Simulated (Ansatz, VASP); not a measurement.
# Two plane-wave programs on Pd

INCAR

```
PREC = Accurate ; ENCUT = 520
EDIFF = 1E-6 ; ISMEAR = 1
SIGMA = 0.2 ; LREAL = False
LASPH = True ; NELM = 60
ALGO = Normal ; ISIF = 2
LWAVE = False ; LCHARG = True
GGA = CA ; LELF = True
LVHAR = True ; NBANDS = 11
```

Contents of KPOINTS:

```
regular mesh
0
Gamma
  14 14 14
```

Contents of POSCAR:

```
Pd
1.0
    0.0000000000      1.9211411165      1.9211411165
    1.9211411165      0.0000000000      1.9211411165
    1.9211411165      1.9211411165      0.0000000000
Pd
1
Direct
    0.0000000000      0.0000000000      0.0000000000
```

Input for Ansatz:

```yaml
crystal:
  lattice:
    - [0.0, 1.9211411165, 1.9211411165]
    - [1.9211411165, 0.0, 1.9211411165]
    - [1.9211411165, 1.9211411165, 0.0]
  atoms:
    - { symbol: Pd, position: [0.0, 0.0, 0.0] }
hamiltonian:
  xc: lda
  pseudopotentials:
    kind: paw
    azcp:
      Pd: "pseudopotentials/Pd.paw.azcp"
basis:
  ecutwfc: 420
  fft_grid_basis: typed
kpoints:
  mp_grid: { grid: [14, 14, 14], shift: [0, 0, 0] }
magnetization:
  spin_polarized: false
scf:
  occupations: { method: methfessel_paxton, width: 0.2 }
  lower_state_search: "off"
output:
  stress: true
  write_density: true
  write_potential: true
  elf: true
  volumetric_format: npy
```

Alike in both runs: task single point; functional LDA; k mesh 14 × 14 × 14; occupations methfessel-paxton of order 1, width 0.2 eV; no spin polarisation.

|  | VASP | Ansatz |
| --- | --- | --- |
| version | VASP 6.6.1 | Ansatz 0.2.0 |
| potentials or method | VASP PAW LDA potentials, release 64 (Pd) | plane waves (420 eV) with PAW, scalar-relativistic |
| plane-wave cutoff (eV) | 520 | 420 |
| valence electrons in the cell | 10 | 18 |

|  | VASP | Ansatz | Ansatz less VASP |
| --- | --- | --- | --- |
| pressure (GPa) | -0.1 | -0.4 | -0.31 |

The two sets of potentials don't hold the same shells in valence. Ansatz warned: «pseudo_functional_mismatch».
